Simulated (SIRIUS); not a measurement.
**PbS under changes of volume**

One of the cells (27.220 Å³/atom); the others are scaled copies at fixed shape and fractional positions:

```
Pb S
1.0
     2.12665    1.22782    3.47478
    -2.12665    1.22782    3.47478
     0.00000   -2.45565    3.47478
Pb S
1 1
Direct
  0.98057 0.98057 0.98057
  0.47504 0.47504 0.47504
```

The cell is a database's computed one.

```yaml
Program: SIRIUS 7.12.0
Functional: PBEsol
Potentials_or_basis: all-electron FP-LAPW
Cutoff: 158 eV
Basis: apw+lo standard
k_mesh: 8 × 8 × 8
Occupations: fermi-dirac, width 0.05 eV
Spin: no spin polarisation
```

| volume (Å³/atom) | energy over the lowest point (meV/atom) | gap on the mesh (eV) |
| --- | --- | --- |
| 25.085 | ? | ? |
| 25.618 | 0.00 | 0.21 |
| 26.152 | 1.35 | 0.28 |
| 27.220 | 14.63 | 0.42 |
| 27.753 | 26.18 | 0.48 |
| 28.287 | 40.32 | 0.53 |

Problem. What does the run at 25.085 Å³/atom give?

Solution. Energy over the lowest point 3.33 meV/atom; gap on the mesh 0.14 eV.

Worked out: A Birch-Murnaghan fit of order 3 (a polynomial in V^(-2/3)) to the other rows has its minimum at 25.71 Å³/atom with B0 = V·E''(V) = 58 GPa and B' = 3.5 at fixed shape and positions, which overstates the stiffness. It gives 2.75 meV/atom at 25.085 Å³/atom, against the run's 3.33. A straight line through the other rows of the gap, of slope 3.28 eV per unit of ln V (its deformation potential), extrapolates to 0.14 eV, against the run's 0.14.

Energies are extrapolated to zero smearing.

Caveats: spin-orbit coupling is left out, which as a rule narrows the gap of such compounds by several tenths of an eV.

A mesh can miss the band edges.
